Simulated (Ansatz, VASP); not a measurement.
**SiC (Moissanite 3C) in VASP and in Ansatz**

```
Si C
1.0
     0.00000    2.17900    2.17900
     2.17900    0.00000    2.17900
     2.17900    2.17900    0.00000
Si C
1 1
Cartesian
  0.0000 0.0000 0.0000
  3.2685 3.2685 3.2685
```

Alike in both runs: task relaxation of cell and atoms; functional PBE; k mesh 10 × 10 × 10; occupations fermi-dirac, width 0.05 eV; no spin polarisation.

```csv
,VASP,Ansatz
version,VASP 6.6.1,Ansatz 0.2.0
potentials or method,"VASP PAW PBE potentials, release 54 (Si, C)",Ansatz PAW
plane-wave cutoff (eV),580,420
valence electrons in the cell,8,8
```

VASP gave:

```
relaxed volume (Å³/atom)                                     : 10.49
relaxed cell length with the largest relative difference (Å) : 3.096
energy change over the relaxation (meV/atom)                 : -1
```

Task: What did Ansatz give for the same quantities?

Result: Relaxed volume (Å³/atom): 10.50; relaxed cell length with the largest relative difference (Å): 3.097; energy change over the relaxation (meV/atom): -2.

Caveats: the plane-wave basis is chosen anew once the cell has moved, so the energies of steps on either side of that aren't comparable (Ansatz). A k mesh can miss the band edges. PBE usually gives volumes a little too large and moduli too small. Zero-point motion and thermal expansion aren't in these numbers.
